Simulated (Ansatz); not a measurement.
**ZnS: the gap under pressure**

ZnS, P6_3mc, a = 3.807 Å, c = 6.245 Å. The compound has several low-lying forms, and this is one of them. Ansatz: r2SCAN, PAW, 500 eV, Γ-centred 6×6×4 mesh on 4 atoms, Gaussian smearing 0.02 eV; no spin polarisation. Cell and atoms are relaxed at each pressure, and no other structure is tried; the real crystal is known to change phase within this range, so the rows at high pressure are metastable. The gap is sought over the whole zone. The pressures are the targets, met within 0.05 GPa.

```tsv
P (GPa)	gap y (eV)
-2.0	?
0.0	2.777
2.0	2.891
5.0	3.046
10.0	3.257
20.0	3.587
40.0	3.161
```

Question: Fit y = E0 + αP + βP² to the other rows and predict the missing gap.

Answer: Least squares on the rows shown. y = 2.7540 + 0.069172 P − 0.0014708 P². So α = 69.2 meV/GPa, but the rows at 0 and 2 GPa alone give 57 meV/GPa, so the parabola doesn't give the slope at zero pressure. With a term in P³ added, the coefficient of P becomes 0.05205, 25 % less, which shows how far this figure hangs on the form. At P = -2.0 the fit asked for gives 2.610 eV. The run gave 2.652 eV, so the fit is 0.042 eV too low, within twice the rms miss on the fitted rows (0.026 eV). Note that among the fitted rows a band edge sits at another point of the zone at 20, 40 GPa than at zero pressure, so one curve spans more than one gap.

Semilocal functionals give gaps under the measured ones; changes of the gap mostly carry over better.